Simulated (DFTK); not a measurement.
Crystal: Mo.

```xyz
1
Lattice="-1.5838 1.5838 1.5838 1.5838 -1.5838 1.5838 1.5838 1.5838 -1.5838" Properties=species:S:1:pos:R:3 pbc="T T T"
Mo    0.0000    0.0000    0.0000
```

Base run:

* Program: DFTK 0.8.2
* Functional: PBEsol
* Potentials or basis: dojo.nc.sr.pbesol.v0_4_1.standard.upf (PBEsol)
* Cutoff: 1088 eV
* k mesh: 12 × 12 × 12
* Occupations: fermi-dirac, width 0.05 eV
* Spin: no spin polarisation

Its results: band gap on the k mesh none (metal or under the smearing width); pressure -9.4 GPa.

Problem. The run is repeated on the same cell with these changes: potentials or basis from dojo.nc.sr.pbesol.v0_4_1.standard.upf (PBEsol) to cp2k.nc.sr.pbe.v0_1.largecore.gth (PBE, GTH); cutoff from 1088 eV to 1306 eV. What comes out?

Solution. Band gap on the k mesh none (metal or under the smearing width); pressure -10.3 GPa.

Caveats: GTH potentials come without recommended cutoffs, and this one wasn't checked for convergence (some runs); the potentials were made for another functional, which shifts forces and pressure (some runs).
